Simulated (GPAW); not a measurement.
# Au (Fm-3m) in GPAW: notebook, part 2 of 2

GPAW 26.7.0. The steps go on from the part before.

### 4 Equation of state, PBE

run.py

```python
from ase.eos import EquationOfState
from ase.io import Trajectory
from ase.spacegroup import crystal
from ase.units import GPa
from gpaw import GPAW

# Au 4a
atoms = crystal(['Au'],
                basis=[[0.0, 0.0, 0.0]],
                spacegroup=225, setting=1,  # Fm-3m
                cellpar=[4.07, 4.07, 4.07, 90.0, 90.0, 90.0],
                primitive_cell=True)

traj = Trajectory('eos.traj', 'w')
volumes, energies = [], []
for x in [0.94, 0.96, 0.98, 1.0, 1.02, 1.04, 1.06]:
    a = atoms.copy()
    a.set_cell(atoms.cell * x**(1 / 3), scale_atoms=True)
    calc = GPAW(mode='lcao',
                h=0.18,
                basis='dz(dzp)',
                xc='PBE',
                kpts={'size': (11, 11, 11), 'gamma': True},
                occupations={'name': 'fermi-dirac', 'width': 0.05},
                convergence={'density': 1e-05, 'energy': 1e-05},
                maxiter=150,
                txt=f'eos-{x:.2f}.txt')
    a.calc = calc
    energies.append(a.get_potential_energy(force_consistent=True))
    volumes.append(a.get_volume())
    calc.write(f'eos-{x:.2f}.gpw')
    traj.write(a)
    print(f'{x:.2f} {volumes[-1]:10.4f} A^3 {energies[-1]:14.6f} eV', flush=True)

v0, e0, B = EquationOfState(volumes, energies, eos='birchmurnaghan').fit()
print(f'V0 = {v0:.4f} A^3, E0 = {e0:.6f} eV, B0 = {B / GPa:.2f} GPa')
```

Potentials or basis: GPAW PAW data sets (gpaw-data 1.2.1), lcao:dz(dzp).

Run with:

```bash
OMP_NUM_THREADS=1 python run.py
```

The program printed:

```text
__  _  _
 | _ |_)|_||  |
 |__||  | ||/\| - 26.7.0

Input parameters:
  mode=LCAO(),
  basis={'default': 'dz(dzp)'},
  convergence={'density': 1e-05, 'energy': 1e-05},
  h=0.18,
  kpts=MonkhorstPack(size=(11, 11, 11), gamma=True),
  maxiter=150,
  occupations=Occupations(name='fermi-dirac', width=0.05),
  xc=XC(name='PBE')

       Au

Atoms  # Å, Bohr magnetons
|   | symbol |        x |        y |        z |    initial magnetic moments |
|---|--------|----------|----------|----------|-----------------------------|
| 0 |     Au | 0.000000 | 0.000000 | 0.000000 | ( 0.0000,  0.0000,  0.0000) |

Unit cell  # Å
| periodic |        x |        y |        z |  lengths |    angles |
|----------|----------|----------|----------|----------|-----------|
|      yes | 0.000000 | 2.007497 | 2.007497 | 2.839029 | 60.000000 |
|      yes | 2.007497 | 0.000000 | 2.007497 | 2.839029 | 60.000000 |
|      yes | 2.007497 | 2.007497 | 0.000000 | 2.839029 | 60.000000 |

Number of symmetries: 48
[... 51 lines left out ...]

BZ-sampling:
  Number of BZ points: 1331
  Number of IBZ points: 56

  Monkhorst-Pack size: [11, 11, 11]
  Monkhorst-Pack shift: [0, 0, 0]

K-points  # in reciprocal-cell coordinates
|     |                                coordinates |     weight |
|-----|--------------------------------------------|------------|
|   0 | (  0.00000000,   0.00000000,   0.00000000) | 0.00075131 |
|   1 | (  0.09090909,   0.09090909,   0.00000000) | 0.00450789 |
|   2 | (  0.09090909,   0.09090909,   0.09090909) | 0.00601052 |
|   3 | (  0.18181818,   0.09090909,   0.09090909) | 0.00901578 |
|   4 | (  0.18181818,   0.18181818,   0.00000000) | 0.00450789 |
|   5 | (  0.18181818,   0.18181818,   0.09090909) | 0.01803156 |
|   6 | (  0.18181818,   0.18181818,   0.18181818) | 0.00601052 |
|   7 | (  0.27272727,   0.18181818,   0.09090909) | 0.01803156 |
|   8 | (  0.27272727,   0.18181818,   0.18181818) | 0.01803156 |
|   9 | (  0.27272727,   0.27272727,   0.00000000) | 0.00450789 |
| ... |                                            |            |
|  55 | (  0.45454545,   0.45454545,   0.45454545) | 0.00601052 |

basis functions: 12
Spin-components: 1 (collinear spins)
Bands:           9
Projectors:      6
Spin-degeneracy: 2
Datatype:        <class 'complex'>

Parallelization:
  kpt:    1
  domain: 1
  band:   1

Density:
  Valence electrons: 11.0
  Components: 1
  Grid points: [12 12 12]
  Charge: 0.0  # |e|

Potential:
  Grid points: [12 12 12]

species:
  Au:
    name:    Gold
    Z:       79.0
    valence: 11
    core:    68
    charge:  0.0  # [|e|]
    compensation charges:
      type: gauss
      rc: 0.42  # [Å]
      lmax: 2
    cutoffs:
      filter: 2.33  # [Å]
      core: 2.81  # [Å]
    projectors
    | kind |    occ | energy [eV] | rcut [Å] |
    |------|--------|-------------|----------|
    |   6s |  1.000 |      -5.728 |    1.323 |
    |   6p |  0.000 |      -0.775 |    1.323 |
    |   5d | 10.000 |      -6.891 |    1.323 |
    |    s |        |      21.484 |    1.323 |
    |    p |        |      26.436 |    1.323 |
    |    d |        |      20.321 |    1.323 |

    LCAO basis set for Au:
      Name: dz(dzp)
      File: <dir>
      Number of radial functions: 4
      Number of spherical harmonics: 12
        l=0, rc=8.5938 Bohr: 6s-sz confined orbital
        l=2, rc=5.9219 Bohr: 5d-sz confined orbital
        l=0, rc=4.9844 Bohr: 6s-dz split-valence wave
        l=2, rc=3.5156 Bohr: 5d-dz split-valence wave
      Number of RI-basis functions 0

Reference energy: -516598.271109  # eV

eigensolver:
  <gpaw.new.lcao.eigensolver.LCAOEigensolver object>
density mixing:
  MSR1-Mixer
  Pratt-step length: 0.05
  Maximum mixing coefficient: 0.75
  Old densities: 10
  SVD Regularization: 0.005
  Good broyden scale: 1.0
  Trust region scale: 1.0
  Backstep threshold: 4.0
  History deletion threshold: 6.0
  Fourier metric: weight=20.0, sigma=0.015

occupation numbers:
  Fermi-Dirac:
    width: 0.0500  # eV

FastPoissonSolver using
    Stencil: 12*3+1=37 point O(h^6) finite-difference Laplacian
    FFT axes: [np.int64(0), np.int64(1), np.int64(2)]
    FST axes: []

xc functional:
  name: PBE with 2 nearest neighbor stencil
interpolation: tri-quintic # 5. degree polynomial

       Au

Atoms  # Å, Bohr magnetons
|   | symbol |        x |        y |        z |    initial magnetic moments |
|---|--------|----------|----------|----------|-----------------------------|
| 0 |     Au | 0.000000 | 0.000000 | 0.000000 | ( 0.0000,  0.0000,  0.0000) |

Unit cell  # Å
| periodic |        x |        y |        z |  lengths |    angles |
|----------|----------|----------|----------|----------|-----------|
|      yes | 0.000000 | 2.007497 | 2.007497 | 2.839029 | 60.000000 |
|      yes | 2.007497 | 0.000000 | 2.007497 | 2.839029 | 60.000000 |
|      yes | 2.007497 | 2.007497 | 0.000000 | 2.839029 | 60.000000 |

Number of symmetries: 48
[... 51 lines left out ...]

BZ-sampling:
  Number of BZ points: 1331
  Number of IBZ points: 56

  Monkhorst-Pack size: [11, 11, 11]
  Monkhorst-Pack shift: [0, 0, 0]

K-points  # in reciprocal-cell coordinates
|     |                                coordinates |     weight |
|-----|--------------------------------------------|------------|
|   0 | (  0.00000000,   0.00000000,   0.00000000) | 0.00075131 |
|   1 | (  0.09090909,   0.09090909,   0.00000000) | 0.00450789 |
|   2 | (  0.09090909,   0.09090909,   0.09090909) | 0.00601052 |
|   3 | (  0.18181818,   0.09090909,   0.09090909) | 0.00901578 |
|   4 | (  0.18181818,   0.18181818,   0.00000000) | 0.00450789 |
|   5 | (  0.18181818,   0.18181818,   0.09090909) | 0.01803156 |
|   6 | (  0.18181818,   0.18181818,   0.18181818) | 0.00601052 |
|   7 | (  0.27272727,   0.18181818,   0.09090909) | 0.01803156 |
|   8 | (  0.27272727,   0.18181818,   0.18181818) | 0.01803156 |
|   9 | (  0.27272727,   0.27272727,   0.00000000) | 0.00450789 |
| ... |                                            |            |
|  55 | (  0.45454545,   0.45454545,   0.45454545) | 0.00601052 |

basis functions: 12
Spin-components: 1 (collinear spins)
Bands:           9
Projectors:      6
Spin-degeneracy: 2
Datatype:        <class 'complex'>

Parallelization:
  kpt:    1
  domain: 1
  band:   1

Density:
  Valence electrons: 11.0
  Components: 1
  Grid points: [12 12 12]
  Charge: 0.0  # |e|

Potential:
  Grid points: [12 12 12]

species:
  Au:
    name:    Gold
    Z:       79.0
    valence: 11
    core:    68
    charge:  0.0  # [|e|]
    compensation charges:
      type: gauss
      rc: 0.42  # [Å]
      lmax: 2
    cutoffs:
      filter: 2.33  # [Å]
      core: 2.81  # [Å]
    projectors
    | kind |    occ | energy [eV] | rcut [Å] |
    |------|--------|-------------|----------|
    |   6s |  1.000 |      -5.728 |    1.323 |
    |   6p |  0.000 |      -0.775 |    1.323 |
    |   5d | 10.000 |      -6.891 |    1.323 |
    |    s |        |      21.484 |    1.323 |
    |    p |        |      26.436 |    1.323 |
    |    d |        |      20.321 |    1.323 |

    LCAO basis set for Au:
      Name: dz(dzp)
      File: <dir>
      Number of radial functions: 4
      Number of spherical harmonics: 12
        l=0, rc=8.5938 Bohr: 6s-sz confined orbital
        l=2, rc=5.9219 Bohr: 5d-sz confined orbital
        l=0, rc=4.9844 Bohr: 6s-dz split-valence wave
        l=2, rc=3.5156 Bohr: 5d-dz split-valence wave
      Number of RI-basis functions 0

Reference energy: -516598.271109  # eV

eigensolver:
  <gpaw.new.lcao.eigensolver.LCAOEigensolver object>
density mixing:
  MSR1-Mixer
  Pratt-step length: 0.05
  Maximum mixing coefficient: 0.75
  Old densities: 10
  SVD Regularization: 0.005
  Good broyden scale: 1.0
  Trust region scale: 1.0
  Backstep threshold: 4.0
  History deletion threshold: 6.0
  Fourier metric: weight=20.0, sigma=0.015

occupation numbers:
  Fermi-Dirac:
    width: 0.0500  # eV

FastPoissonSolver using
    Stencil: 12*3+1=37 point O(h^6) finite-difference Laplacian
    FFT axes: [np.int64(0), np.int64(1), np.int64(2)]
    FST axes: []

xc functional:
  name: PBE with 2 nearest neighbor stencil
interpolation: tri-quintic # 5. degree polynomial

convergence criteria:
- Maximum integral of absolute [dens]ity change: 1e-05 electrons / valence electron
- Maximum [total energy] change in last 3 cyles: 1e-05 eV / valence electron
- Maximum integral of absolute [eigenst]ate change: 4e-08 eV^2 / valence electron
maximum number of iterations: 150

SCF iterations
|iter     | |      energy | eigst |  dens |
|---------|-|-------------|-------|-------|
|iter:   1| |   -2.853411 |      c|       |
|iter:   2| |   -2.793608 |      c| -1.10 |
|iter:   3| |   -2.511343 |      c| -1.14 |
|iter:   4| |   -2.507376 |      c| -2.08 |
|iter:   5| |   -2.506478 |      c| -2.53 |
|iter:   6| |   -2.506477 |      c| -4.21 |
|iter:   7| |   -2.506477c|      c| -4.68 |
|iter:   8| |   -2.506477c|      c| -5.92c|

Converged in 8 steps
Energy contributions relative to reference atoms: (reference = -516598.271109)

Energy contributions:
  Kinetic:           1.023587
  Coulomb:          -0.463930
  Zero:              0.129126
  External:          0.000000
  Xc:               -3.195153
  Entropy:          -0.000213
  Spinorbit:         0.000000
  ----------------------------
  Free energy:      -2.506583
  Extrapolated:     -2.506477

dipole moment: (-13.773780, -13.773780, -13.773780)  # |e|*Ang

Fermi level: 11.388
Eigenvalues  # (at kpt = [0.000, 0.000, 0.000])
| band index |      eig [eV] | occ [0-2] |
|------------|---------------|-----------|
|          0 |         0.507 |     2.000 |
|          1 |         6.013 |     2.000 |
|          2 |         6.013 |     2.000 |
|          3 |         6.013 |     2.000 |
|          4 |         7.673 |     2.000 |
|          5 |         7.673 |     2.000 |
|          6 |        40.374 |     0.000 |
|          7 |        40.411 |     0.000 |
|          8 |        40.413 |     0.000 |

No gap
No difference between direct/indirect transitions
# Writing to eos-0.96.gpw (mode='')
```

Run time: 51 s. Hardware: 1 thread of Arm Neoverse V1, shared host; peak memory 0.18 GiB.

These settings aren't checked as converged: the numbers below hold their error.

Results:

- Equilibrium volume: 17.64 Å³/atom (rough: see the caveat)
- Bulk modulus: 152 GPa (rough)

Caveat: with this Au data set, volumes or pressures lay over 1.5 % or 2 GPa off other programs in two to four cells of ten; the fit is doubtful: noisy points or a state that changes with volume; the basis of atomic orbitals isn't converged, which shifts pressures, moduli and gaps.

### 5 Equation of state, M06-L

run.py, as its differences from that of step 4:

```diff
@@ -4,3 +4,3 @@
 from ase.units import GPa
-from gpaw import GPAW
+from gpaw import GPAW, PW
 
@@ -18,8 +18,7 @@
     a.set_cell(atoms.cell * x**(1 / 3), scale_atoms=True)
-    calc = GPAW(mode='lcao',
-                h=0.18,
-                basis='dz(dzp)',
-                xc='PBE',
+    calc = GPAW(mode=PW(600),
+                xc='M06-L',
                 kpts={'size': (11, 11, 11), 'gamma': True},
                 occupations={'name': 'fermi-dirac', 'width': 0.05},
+                nbands=14,
                 convergence={'density': 1e-05, 'energy': 1e-05},
@@ -30,5 +29,6 @@
     volumes.append(a.get_volume())
+    p = -a.get_stress()[:3].mean() / GPa
     calc.write(f'eos-{x:.2f}.gpw')
     traj.write(a)
-    print(f'{x:.2f} {volumes[-1]:10.4f} A^3 {energies[-1]:14.6f} eV', flush=True)
+    print(f'{x:.2f} {volumes[-1]:10.4f} A^3 {energies[-1]:14.6f} eV {p:9.3f} GPa', flush=True)
```

Potentials or basis: GPAW PAW data sets (gpaw-data 1.2.1), pw.

Run with:

```bash
OMP_NUM_THREADS=1 python run.py
```

Wall time 10 min (1 thread of Arm Neoverse V1, shared host); peak memory 0.72 GiB.

It converged, with:

```
Equilibrium volume : 17.96 Å³/atom (rough: see the caveat)
Bulk modulus       : 117 GPa (rough)
```

Energy against volume, from the lowest point:
| volume (Å³/atom) | energy (meV/atom) |
| --- | --- |
| 15.843 | 119.07 |
| 16.181 | 80.46 |
| 16.518 | 50.61 |
| 16.855 | 28.44 |
| 17.192 | 13.06 |
| 17.529 | 3.85 |
| 17.866 | 0.00 |

Caveat: with this Au data set, volumes or pressures lay over 1.5 % or 2 GPa off other programs in two to four cells of ten; the minimum lies outside the volumes run; the PAW data sets were made with another functional, which shifts forces and pressure a little.

### 6 Against experiment

Step 2. Against the measured bulk modulus of Au, 167 GPa (quoted in “Exploring toroidal anvil profiles for larger sample volumes above 4 Mbar”, 2024, pmc:11102561), the calculated 169 GPa is off by +1.4 %. The fit is for a static lattice scaled at fixed shape and fixed fractional positions.
